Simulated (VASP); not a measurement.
# RbBr (Pm-3m) in VASP: further runs, part 2 of 2

VASP 6.6.1. Earlier steps stand in the parts before.

### Step 3. Single point, r2SCAN

File POSCAR:

```
RbBr
1.0
    4.1260773000      0.0000000000      0.0000000000
    0.0000000000      4.1260773000      0.0000000000
    0.0000000000      0.0000000000      4.1260773000
Rb Br
1 1
Direct
    0.0000000000      0.0000000000      0.0000000000
    0.5000000000      0.5000000000      0.5000000000
```

File INCAR.step1:

```
SYSTEM = RbBr
PREC = Accurate
ENCUT = 520
ISMEAR = 0
SIGMA = 0.01
LREAL = .FALSE.
LASPH = .TRUE.
NELM = 100
NBANDS = 15
GGA = PE
ALGO = Normal
EDIFF = 1E-4
LWAVE = .TRUE.
LCHARG = .FALSE.
```

File INCAR.step2:

```
SYSTEM = RbBr
PREC = Accurate
ENCUT = 520
EDIFF = 1E-6
ISMEAR = 0
SIGMA = 0.01
LREAL = .FALSE.
LASPH = .TRUE.
NELM = 100
ALGO = Normal
ISIF = 2
LWAVE = .FALSE.
LCHARG = .FALSE.
METAGGA = R2SCAN
LMIXTAU = .TRUE.
NBANDS = 15
ISTART = 1
```

File KPOINTS:

```
regular mesh
0
G
  4 4 4
  0 0 0
```

Potentials or basis: VASP PAW PBE potentials, release 64 (Rb_sv, Br).

Run with:

```
> cat potpaw_PBE.64/Rb_sv/POTCAR potpaw_PBE.64/Br/POTCAR > POTCAR
> cp INCAR.step1 INCAR
> mpirun -np 1 vasp_std > vasp.out
> cp INCAR.step2 INCAR
> mpirun -np 1 vasp_std > vasp.out
```

OUTCAR:

```text
SYSTEM = RbBr
   PREC = Accurate
   ENCUT = 520
   EDIFF = 1E-6
   ISMEAR = 0
   LREAL = .FALSE.
   LASPH = .TRUE.
   NELM = 100
   ISIF = 2
   METAGGA = R2SCAN
   ISTART = 1

 ion  position               nearest neighbor table
   1  0.000  0.000  0.000-   2 3.57   2 3.57   2 3.57   2 3.57   2 3.57   2 3.57   2 3.57   2 3.57

   2  0.500  0.500  0.500-   1 3.57   1 3.57   1 3.57   1 3.57   1 3.57   1 3.57   1 3.57   1 3.57

  LATTYP: Found a simple cubic cell.
 ALAT       =     4.1260773000

  Lattice vectors:

 A1 = (   4.1260773000,   0.0000000000,   0.0000000000)
 A2 = (   0.0000000000,   4.1260773000,   0.0000000000)
 A3 = (   0.0000000000,   0.0000000000,   4.1260773000)

Analysis of symmetry for initial positions (statically):
=====================================================================
 Subroutine PRICEL returns:
 Original cell was already a primitive cell.

 Routine SETGRP: Setting up the symmetry group for a
 simple cubic supercell.

 Subroutine GETGRP returns: Found 48 space group operations
 (whereof 48 operations were pure point group operations)
 out of a pool of 48 trial point group operations.

[... 163 lines left out ...]
      6      -1.2025      2.00000
      7      -1.2025      2.00000
      8      -1.2025      2.00000
      9       3.7818      0.00000
     10       5.0663      0.00000
     11       5.0663      0.00000
     12       9.6718      0.00000
     13       9.6718      0.00000
     14       9.6718      0.00000
[... 149 lines left out ...]
      2     -13.7938      2.00000
      3     -10.5985      2.00000
      4     -10.5985      2.00000
      5     -10.5985      2.00000
      6      -2.3895      2.00000
      7      -2.3895      2.00000
      8      -2.3895      2.00000
      9       7.8263      0.00000
     10       7.8263      0.00000
     11       7.8263      0.00000
     12       9.1062      0.00000
     13       9.1062      0.00000
     14       9.1062      0.00000
     15      11.8573      0.00000

------------------------ aborting loop because EDIFF is reached ----------------------------------------

  FORCE on cell =-STRESS in cart. coord.  units (eV):
  Direction    XX          YY          ZZ          XY          YZ          ZX
  --------------------------------------------------------------------------------------
  -------------------------------------------------------------------------------------
  Total        0.0289458      0.0289458      0.0289458     -0.0000000      0.0000000      0.0000000
  in kB        0.6602139      0.6602139      0.6602139     -0.0000000      0.0000000      0.0000000
  external PRESSURE =       0.6602139 kB  Pullay stress =       0.0000000 kB

 VOLUME and BASIS-vectors are now :
 -----------------------------------------------------------------------------
  energy-cutoff  :      520.00
  volume of cell :       70.24
      direct lattice vectors                 reciprocal lattice vectors
     4.126077300  0.000000000  0.000000000     0.242360947  0.000000000  0.000000000
     0.000000000  4.126077300  0.000000000     0.000000000  0.242360947  0.000000000
     0.000000000  0.000000000  4.126077300     0.000000000  0.000000000  0.242360947

 POSITION                                       TOTAL-FORCE (eV/Angst)
 -----------------------------------------------------------------------------------
      0.00000      0.00000      0.00000         0.000000      0.000000      0.000000
      2.06304      2.06304      2.06304         0.000000      0.000000      0.000000
 -----------------------------------------------------------------------------------
    total drift:                                0.000000      0.000000     -0.000000

  FREE ENERGIE OF THE ION-ELECTRON SYSTEM (eV)
  ---------------------------------------------------
  free  energy   TOTEN  =       -31.1082976812 eV

  energy  without entropy=      -31.1082976812  energy(sigma->0) =      -31.10829768
```

OUTCAR.step1:

```text
SYSTEM = RbBr
   PREC = Accurate
   ENCUT = 520
   ISMEAR = 0
   LREAL = .FALSE.
   LASPH = .TRUE.
[... 387 lines left out ...]
      0.00000      0.00000      0.00000         0.000000      0.000000      0.000000
      2.06304      2.06304      2.06304         0.000000      0.000000      0.000000
 -----------------------------------------------------------------------------------
    total drift:                                0.000000      0.000000     -0.000000

  FREE ENERGIE OF THE ION-ELECTRON SYSTEM (eV)
  ---------------------------------------------------
  free  energy   TOTEN  =        -5.9931813704 eV

  energy  without entropy=       -5.9931813704  energy(sigma->0) =       -5.99318137
```

OSZICAR.step1:

```text
N       E                     dE             d eps       ncg     rms          rms(c)
DAV:   1     0.822047392176E+02    0.82205E+02   -0.71469E+03   300   0.949E+02
DAV:   2    -0.119673212447E+01   -0.83401E+02   -0.79449E+02   424   0.169E+02
DAV:   3    -0.611096115714E+01   -0.49142E+01   -0.48981E+01   391   0.423E+01
DAV:   4    -0.622824575859E+01   -0.11728E+00   -0.11727E+00   429   0.599E+00
DAV:   5    -0.622879452476E+01   -0.54877E-03   -0.54876E-03   398   0.421E-01    0.261E+00
DAV:   6    -0.602392646651E+01    0.20487E+00   -0.18233E-01   349   0.230E+00    0.175E+00
DAV:   7    -0.599010437524E+01    0.33822E-01   -0.10354E-01   377   0.182E+00    0.902E-01
DAV:   8    -0.599315371605E+01   -0.30493E-02   -0.13283E-02   345   0.698E-01    0.132E-01
DAV:   9    -0.599304964138E+01    0.10407E-03   -0.48049E-04   419   0.122E-01    0.627E-02
DAV:  10    -0.599318123454E+01   -0.13159E-03   -0.23344E-04   348   0.101E-01    0.141E-02
DAV:  11    -0.599318137042E+01   -0.13588E-06   -0.89733E-06   234   0.206E-02
   1 F= -.59931814E+01 E0= -.59931814E+01  d E =-.567190E-12
```

Run time: 20 s. Hardware: 1 thread of Intel Xeon 6975P-C (Granite Rapids), shared host; peak memory 0.18 GiB.

What came out:

```yaml
Free_energy: -31.1083 eV
Pressure: 0.1 GPa
Band_gap_on_the_k_mesh: 4.83 eV, indirect (least direct gap 4.98 eV)
```

Levels at points of the mesh, in eV from the valence-band top:
| k point | band 5 | band 6 | band 7 | band 8 | band 9 | band 10 | band 11 | band 12 |
| --- | --- | --- | --- | --- | --- | --- | --- | --- |
| (0.00, 0.00, 0.00) | -9.33 | -0.15 | -0.15 | -0.15 | 4.83 | 6.11 | 6.11 | 10.72 |
| (0.50, 0.00, 0.00) | -9.28 | -1.70 | -0.22 | -0.22 | 7.45 | 7.81 | 8.37 | 9.36 |
| (0.50, 0.50, 0.00) | -9.25 | -1.06 | -1.06 | 0.00 | 5.93 | 6.91 | 8.67 | 8.67 |
| (0.50, 0.50, 0.50) | -9.55 | -1.34 | -1.34 | -1.34 | 8.87 | 8.87 | 8.87 | 10.15 |

Caveat: the PAW data sets were made with another functional, which shifts forces and pressure a little.
